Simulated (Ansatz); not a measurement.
From the elastic tensor of ZrO2 at 7 GPa (stress–strain coefficients) to moduli and sound speeds

Theory: DFT PBEsol, scalar-relativistic, plane waves, PAW in Ansatz 0.2.0. Cutoff 420 eV, 8×8×8 k-points (Γ-centred), fixed occupations. No spin polarisation.

Symmetry: Fm-3m, No. 225, cubic system. Conventional cell: a = 5.020 Å, b = 5.020 Å, c = 5.020 Å, α = 90.00°, β = 90.00°, γ = 90.00°. Zr (site symmetry m-3m) is surrounded by 8 O at 2.17 Å. Around O (site symmetry -43m) lie 4 Zr at 2.17 Å.

Other phases may be more stable at this pressure.

Relaxed-ion constants (GPa, on the Cartesian axes of the calculation):
```
589.5 131.1 131.1   0.0   0.0   0.0
131.1 589.5 131.1   0.0   0.0   0.0
131.1 131.1 589.5   0.0   0.0   0.0
  0.0   0.0   0.0  72.6   0.0   0.0
  0.0   0.0   0.0   0.0  72.6   0.0
  0.0   0.0   0.0   0.0   0.0  72.6
```

Density 6.468 g/cm³; 3 atoms in 31.63 Å³.

The values that follow are for a polycrystal of randomly turned grains, by Hill's mean where one number stands. In a crystal this anisotropic the Voigt and Reuss bounds lie far apart, so Hill's mean and the sound speeds and Debye temperature from it are rough.

With S = C⁻¹: B_V = (C11+C22+C33+2(C12+C13+C23))/9, G_V = (C11+C22+C33−C12−C13−C23+3(C44+C55+C66))/15, 1/B_R = S11+S22+S33+2(S12+S13+S23), 15/G_R = 4(S11+S22+S33−S12−S13−S23)+3(S44+S55+S66); Hill is their mean. Then v_l = √((B+4G/3)/ρ), v_t = √(G/ρ), v_m = [(2/v_t³+1/v_l³)/3]^(−1/3) and Θ = (ħ/k_B)·v_m·(6π²n/V)^(1/3) for n atoms in the volume V; E = 9BG/(3B+G), ν = (3B−2G)/(2(3B+G)) and A^U = 5G_V/G_R + B_V/B_R − 6.

```
Bulk modulus, Voigt / Reuss / Hill          : 283.9 / 283.9 / 283.9 GPa
Shear modulus, Voigt / Reuss / Hill         : 135.2 / 99.9 / 117.6 GPa
Young's modulus                             : 310 GPa
Poisson ratio                               : 0.318
Pugh ratio B/G                              : 2.42
Universal anisotropy index                  : 1.77
Longitudinal and transverse sound speeds    : 8254 and 4263 m/s
Debye temperature from the mean sound speed : 648 K
```

This fluorite-type form isn't the usual stable structure of the compound at low pressure.

Cost: 1 run of about 0.15 core-minutes, on AMD EPYC 9R45 (Zen 5) (shared hosts).